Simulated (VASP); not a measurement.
The system is WS2 (Tungstenite).

```
W S
1.0
     3.18000    0.00000    0.00000
    -1.59000    2.75396    0.00000
     0.00000    0.00000   12.50000
W S
2 4
Direct
  0.66667 0.33333 0.75000
  0.33333 0.66667 0.25000
  0.66667 0.33333 0.37500
  0.33333 0.66667 0.87500
  0.66667 0.33333 0.12500
  0.33333 0.66667 0.62500
```

Base run:

| Item | Value |
| --- | --- |
| Program | VASP 6.6.1 |
| Functional | PBEsol |
| Potentials or basis | VASP PAW PBE potentials, release 64 (W_sv, S) |
| Cutoff | 520 eV |
| k mesh | 10 × 10 × 4 |
| Occupations | gaussian, width 0.02 eV |
| Spin | no spin polarisation |

Its results: band gap on the k mesh 1.09 eV, indirect (least direct gap 2.08 eV).

Task: The run is repeated on the same cell with these changes: functional from PBEsol to TB-mBJ. What comes out?

Result: Band gap on the k mesh 1.38 eV, indirect (least direct gap 2.18 eV).

Caveats: spin-orbit coupling is left out, which moves the levels of the heavy elements; the mesh misses the band edges, which the band path finds closer together (some runs).
